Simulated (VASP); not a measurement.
# ZnS (Wurtzite-2H) (P6_3mc) in VASP: further runs, part 2 of 2

VASP 6.6.1. The steps go on from the part before.

### Step 3. Dielectric tensor, PBE

INCAR

```
PREC = Accurate
ENCUT = 350
EDIFF = 1E-8
ISMEAR = 0
SIGMA = 0.01
LREAL = F
LASPH = T
NELM = 100
ALGO = Normal
ISIF = 2
LWAVE = F
LCHARG = F
GGA = PE
LEPSILON = T
```

KPOINTS

```
Automatic mesh
0
Gamma
  12 12 6
```

POSCAR

```
ZnS
1.0
    3.8110000000      0.0000000000      0.0000000000
   -1.9055000000      3.3004228138      0.0000000000
    0.0000000000      0.0000000000      6.2340000000
Zn S
2 2
Direct
    0.6666666667      0.3333333333      0.5000000000
    0.3333333333      0.6666666667      0.0000000000
    0.6666666667      0.3333333333      0.8850000000
    0.3333333333      0.6666666667      0.3850000000
```

Potentials or basis: VASP PAW PBE potentials, release 64 (Zn, S).

On the command line:

```bash
cat potpaw_PBE.64/Zn/POTCAR potpaw_PBE.64/S/POTCAR > POTCAR
mpirun -np 1 vasp_std > vasp.out
```

OUTCAR:

```text
PREC = Accurate
   ENCUT = 350
   EDIFF = 1E-8
   ISMEAR = 0
   LREAL = F
   LASPH = T
   NELM = 100
   ISIF = 2
   GGA = PE
   LEPSILON = T

 Found     76 irreducible k-points:

 Following reciprocal coordinates:
            Coordinates               Weight
  0.000000  0.000000  0.000000      1.000000
  0.083333  0.000000  0.000000      6.000000
  0.166667 -0.000000  0.000000      6.000000
  0.250000  0.000000  0.000000      6.000000
  0.333333  0.000000  0.000000      6.000000
  0.416667  0.000000  0.000000      6.000000
   k-points           NKPTS =     76   k-points in BZ     NKDIM =     76   number of bands    NBANDS=     22
   number of dos      NEDOS =    301   number of ions     NIONS =      4
   total plane-waves  NPLWV =  23040
   dimension x,y,z NGX =    24 NGY =   24 NGZ =   40
   dimension x,y,z NGXF=    48 NGYF=   48 NGZF=   80
   ions per type =               2   2
   NGX,Y,Z   is equivalent  to a cutoff of  10.47, 10.47, 10.67 a.u.
   NGXF,Y,Z  is equivalent  to a cutoff of  20.94, 20.94, 21.33 a.u.
 SYSTEM =  unknown system
   PREC   = accura    normal or accurate (medium, high low for compatibility)
   ISTART =      0    job   : 0-new  1-cont  2-samecut
   ICHARG =      2    charge: 1-file 2-atom 10-const
   ISPIN  =      1    spin polarized calculation?
   LNONCOLLINEAR =      F non collinear calculations
   LSORBIT =      F    spin-orbit coupling
   LASPH  =      T    aspherical Exc in radial PAW
   ENCUT  =  350.0 eV  25.72 Ry    5.07 a.u.   5.81  5.81  9.51*2*pi/ulx,y,z
   NELM   =    100;   NELMIN=  2; NELMDL= -5     # of ELM steps
   EDIFF  = 0.1E-07   stopping-criterion for ELM
   LREAL  =      F    real-space projection
   EDIFFG = 0.1E-06   stopping-criterion for IOM
   NSW    =      0    number of steps for IOM
   IBRION =     -1    ionic relax: 0-MD 1-quasi-New 2-CG
   NFREE  =      0    steps in history (QN), initial steepest desc. (CG)
   ISIF   =      2    stress and relaxation
   ISYM   =      2    0-nonsym 1-usesym 2-fastsym
   POTIM  = 0.5000    time-step for ionic-motion
   TEBEG  =    0.0;   TEEND  =   0.0 temperature during run
   PSTRESS=    0.0 pullay stress
   NELECT =      36.0000    total number of electrons
   NUPDOWN=      -1.0000    fix difference up-down
   EMIN   =  10.00;   EMAX   =-10.00  energy-range for DOS
   EFERMI =   0.00;   METHOD = LEGACY
   ISMEAR =     0;   SIGMA  =   0.01  broadening in eV -4-tet -1-fermi 0-gaus
[... 229 lines left out ...]
  free energy    TOTEN  =        -1.12695325 eV

  energy without entropy =       -1.12695325

------------------------ aborting loop because EDIFF is reached ----------------------------------------

--------------------------------------- Ionic step        2  -------------------------------------------

------------------------ aborting loop because EDIFF is reached ----------------------------------------

--------------------------------------- Ionic step        3  -------------------------------------------

 Free energy of the ion-electron system (eV)
  ---------------------------------------------------
  ---------------------------------------------------
  free energy    TOTEN  =        -1.14600884 eV

  energy without entropy =       -1.14600884

------------------------ aborting loop because EDIFF is reached ----------------------------------------

 PIEZOELECTRIC TENSOR FIELD DIRECTION 3  (e Angst)
 -----------------------------------------------------------------------------
     1.66540  0.00000  0.00000           ( -0.01448  0.00000  0.00000)
     0.00000  1.66540  0.00000           (  0.00000 -0.01448  0.00000)
     0.00000 -0.00000 -3.98720           (  0.00000  0.00000  0.00903)

 PIEZOELECTRIC TENSOR FIELD DIRECTION 3  (C/m^2)
 -----------------------------------------------------------------------------
     0.34029  0.00000  0.00000
     0.00000  0.34029  0.00000
     0.00000 -0.00000 -0.81471

 MACROSCOPIC STATIC DIELECTRIC TENSOR (including local field effects in DFT)
 ------------------------------------------------------
           5.819874    -0.000000     0.000000
           0.000000     5.819874     0.000000
           0.000000     0.000000     5.891917
 ------------------------------------------------------

 PIEZOELECTRIC TENSOR (including local field effects)  for field in x, y, z        (e  Angst)
          XX          YY          ZZ          XY          YZ          ZX
  --------------------------------------------------------------------------------
  x     0.00000     0.00000     0.00000     0.00000     0.00000     1.66179
  y    -0.00000    -0.00000     0.00000    -0.00000     1.66179     0.00000
  z     1.66540     1.66540    -3.98720     0.00000     0.00000     0.00000

 PIEZOELECTRIC TENSOR (including local field effects)  for field in x, y, z        (C/m^2)
          XX          YY          ZZ          XY          YZ          ZX
  --------------------------------------------------------------------------------
  x     0.00000     0.00000     0.00000     0.00000     0.00000     0.33956
  y    -0.00000    -0.00000     0.00000    -0.00000     0.33956     0.00000
  z     0.34029     0.34029    -0.81471     0.00000     0.00000     0.00000

 BORN EFFECTIVE CHARGES (including local field effects) (in |e|, cummulative output)
 ---------------------------------------------------------------------------------
 ion    1
    1     1.94454     0.00000     0.00000
    2     0.00000     1.94454     0.00000
    3     0.00000     0.00000     2.05111
 ion    2
    1     1.94454     0.00000     0.00000
    2     0.00000     1.94454    -0.00000
    3     0.00000     0.00000     2.05111
 ion    3
    1    -1.94454     0.00000    -0.00000
    2     0.00000    -1.94454     0.00000
    3     0.00000     0.00000    -2.05111
 ion    4
    1    -1.94454     0.00000     0.00000
    2     0.00000    -1.94454    -0.00000
    3     0.00000    -0.00000    -2.05111
```

OSZICAR:

```text
N       E                     dE             d eps       ncg     rms          rms(c)
DAV:   1     0.200859325626E+03    0.20086E+03   -0.14124E+04  3344   0.151E+03
DAV:   2     0.290624907057E+01   -0.19795E+03   -0.19291E+03  3602   0.321E+02
DAV:   3    -0.141648524776E+02   -0.17071E+02   -0.16969E+02  4016   0.102E+02
DAV:   4    -0.145017930126E+02   -0.33694E+00   -0.33668E+00  3970   0.149E+01
[... 12 lines left out ...]
RMM:  10    -0.114599567427E+01   -0.10982E-04   -0.24522E-07  5550   0.208E-03    0.294E-04
RMM:  11    -0.114601149910E+01   -0.15825E-04   -0.61141E-08  5907   0.535E-04    0.119E-04
RMM:  12    -0.114600886164E+01    0.26375E-05    0.35629E-07  5137   0.305E-04    0.321E-05
RMM:  13    -0.114600857105E+01    0.29059E-06   -0.21002E-07  4113   0.167E-04    0.290E-05
RMM:  14    -0.114600884124E+01   -0.27019E-06   -0.51955E-07  2820   0.133E-04    0.583E-06
```

Wall time 8.2 min (1 thread of Intel Xeon Platinum 8488C (Sapphire Rapids), shared host); peak memory 0.55 GiB.

These settings aren't checked as converged: the numbers below hold their error.

Results:

```
Band gap on the k mesh                  : 2.25 eV, direct
Electronic dielectric tensor (diagonal) : 5.82, 5.82, 5.89
Born charges (mean of the diagonal)     : Zn +1.98; S -1.98 e
```

### Step 4. Dielectric tensor, PBE

Changes to INCAR since step 3:

```diff
@@ -1,3 +1,3 @@
 PREC = Accurate
-ENCUT = 350
+ENCUT = 250
 EDIFF = 1E-8
```

KPOINTS

```
Automatic mesh
0
Gamma
  5 5 3
```

POSCAR is that of step 3.

Potentials or basis: VASP PAW PBE potentials, release 64 (Zn, S).

On the command line:

```bash
cat potpaw_PBE.64/Zn/POTCAR potpaw_PBE.64/S/POTCAR > POTCAR
mpirun -np 1 vasp_std > vasp.out
```

OUTCAR:

```text
PREC = Accurate
   ENCUT = 250
   EDIFF = 1E-8
   ISMEAR = 0
   LREAL = F
   LASPH = T
   NELM = 100
   ISIF = 2
   GGA = PE
   LEPSILON = T

 Found     10 irreducible k-points:

 Following reciprocal coordinates:
            Coordinates               Weight
  0.000000  0.000000  0.000000      1.000000
  0.200000  0.000000  0.000000      6.000000
  0.400000  0.000000  0.000000      6.000000
  0.200000  0.200000  0.000000      6.000000
  0.400000  0.200000  0.000000      6.000000
  0.000000  0.000000  0.333333      2.000000
   k-points           NKPTS =     10   k-points in BZ     NKDIM =     10   number of bands    NBANDS=     22
   number of dos      NEDOS =    301   number of ions     NIONS =      4
   total plane-waves  NPLWV =  12800
   dimension x,y,z NGX =    20 NGY =   20 NGZ =   32
   dimension x,y,z NGXF=    40 NGYF=   40 NGZF=   64
[... 295 lines left out ...]
          -0.000000     6.408754    -0.000000
           0.000000    -0.000000     6.210388
 ------------------------------------------------------

 PIEZOELECTRIC TENSOR (including local field effects)  for field in x, y, z        (e  Angst)
          XX          YY          ZZ          XY          YZ          ZX
  --------------------------------------------------------------------------------
  x     0.00000     0.00000     0.00000     0.00000     0.00000     1.73549
  y    -0.00000     0.00000    -0.00000    -0.00000     1.73549     0.00000
  z     1.69268     1.69268    -4.06232     0.00000     0.00000     0.00000

 PIEZOELECTRIC TENSOR (including local field effects)  for field in x, y, z        (C/m^2)
          XX          YY          ZZ          XY          YZ          ZX
  --------------------------------------------------------------------------------
  x     0.00000     0.00000     0.00000     0.00000     0.00000     0.35462
  y    -0.00000     0.00000    -0.00000    -0.00000     0.35462     0.00000
  z     0.34587     0.34587    -0.83006     0.00000     0.00000     0.00000

 BORN EFFECTIVE CHARGES (including local field effects) (in |e|, cummulative output)
 ---------------------------------------------------------------------------------
 ion    1
    1     2.04206     0.00000     0.00000
    2     0.00000     2.04206     0.00000
    3     0.00000    -0.00000     2.08553
 ion    2
    1     2.04206     0.00000     0.00000
    2    -0.00000     2.04206     0.00000
    3     0.00000     0.00000     2.08553
 ion    3
    1    -2.04206     0.00000     0.00000
    2     0.00000    -2.04206    -0.00000
    3     0.00000     0.00000    -2.08553
 ion    4
    1    -2.04206     0.00000    -0.00000
    2     0.00000    -2.04206     0.00000
    3    -0.00000     0.00000    -2.08553
```

OSZICAR:

```text
[... 13 lines left out ...]
RMM:   5    -0.121180105708E+01   -0.27366E-01   -0.41317E-03   727   0.329E-01    0.420E-02
RMM:   6    -0.121208685339E+01   -0.28580E-03   -0.32698E-04   733   0.829E-02    0.213E-02
RMM:   7    -0.121415877749E+01   -0.20719E-02   -0.57809E-05   733   0.351E-02    0.692E-03
RMM:   8    -0.121441414559E+01   -0.25537E-03   -0.33518E-06   723   0.962E-03    0.147E-03
RMM:   9    -0.121448669469E+01   -0.72549E-04    0.41932E-07   740   0.384E-03    0.810E-04
RMM:  10    -0.121449422406E+01   -0.75294E-05   -0.90480E-07   701   0.106E-03    0.232E-04
RMM:  11    -0.121449761178E+01   -0.33877E-05    0.73884E-07   743   0.424E-04    0.551E-05
RMM:  12    -0.121449635497E+01    0.12568E-05   -0.13555E-06   508   0.130E-04    0.254E-05
RMM:  13    -0.121449612529E+01    0.22968E-06    0.23362E-07   471   0.116E-04    0.560E-06
```

Run time: 66 s. Hardware: 1 thread of Intel Xeon Platinum 8488C (Sapphire Rapids), shared host; peak memory 0.16 GiB.

The run converged, but a check on its numbers failed (symmetry, net force, bounds or a known fault of this set-up), so they aren't taken as properties of the crystal.

Caveat: the cutoff lies under the usual one of these potentials, so the numbers hold a large basis-set error.

### Step 5. Comparison with measurements

Step 2. A measured gap of ZnS is 3.911 eV (direct; 4 K; a printed reference work, monograph); the calculated 2.25 eV misses it by -1.66 eV. The value is that of PBE on a finite k mesh, which can miss the band edges, without temperature or zero-point motion. Semilocal functionals fall short of measured gaps as a rule.
